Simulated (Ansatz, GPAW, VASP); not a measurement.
**HfN: programs and potentials compared**

```
Hf N
1.0
     0.00000    2.25600    2.25600
     2.25600    0.00000    2.25600
     2.25600    2.25600    0.00000
Hf N
1 1
Direct
  0.00000 0.00000 0.00000
  0.50000 0.50000 0.50000
```

Alike in all runs: task single point; functional PBE; k mesh 10 × 10 × 10; occupations gaussian, width 0.022 eV; no spin polarisation; no spin-orbit coupling. Pressure is positive in compression and, in plane waves, holds the error of the finite cutoff.

```json
{"program and potentials": "Ansatz, all-electron LAPW, scalar-relativistic", "plane-wave cutoff (eV)": "-", "notes": "-", "band gap (eV)": "no gap", "pressure (GPa)": "6.66"}
{"program and potentials": "GPAW, GPAW PAW data sets (gpaw-data 1.2.1)", "plane-wave cutoff (eV)": "800", "notes": "8.5 valence electrons an atom on average", "band gap (eV)": "no gap", "pressure (GPa)": "6.71"}
{"program and potentials": "VASP, PBE PAW files Hf_pv, N, 520 eV", "plane-wave cutoff (eV)": "520", "notes": "7.5 valence electrons an atom on average", "band gap (eV)": "no gap", "pressure (GPa)": "4.19"}
```

None finds a gap. The pressure spans 4.19 (VASP, PBE PAW files Hf_pv, N, 520 eV) to 6.71 GPa (GPAW, GPAW PAW data sets (gpaw-data 1.2.1)), with all-electron results at 6.66.

Differences between rows come from potentials, basis sets and numerical settings, since the functional is the same but for its coding. Runs on potential files found faulty are left out.

HfN comes out metallic in every run, as expected for this nitride. Nitrogen's 2p shell is filled by three of hafnium's four valence electrons, and the one left over enters a broad band of mainly Hf 5d character. With an odd number of electrons per primitive cell, a calculation without spin polarisation cannot give a gap, so the agreement on this point says little about the quality of the potentials.

Pressure is the more telling quantity. Its positive sign in all three runs means that the cell is smaller than each setup would prefer, in keeping with PBE's usual tendency to lengthen bonds. GPAW, at 6.71 GPa, nearly matches the all-electron 6.66 GPa, while VASP gives 4.19 GPa. The lower value probably reflects the smaller basis, the Hf 5s shell being kept in the core, or both. In a nitride this stiff, such an offset corresponds to only a small change in equilibrium lattice constant, so it does not suggest a materially different description of the bonding.
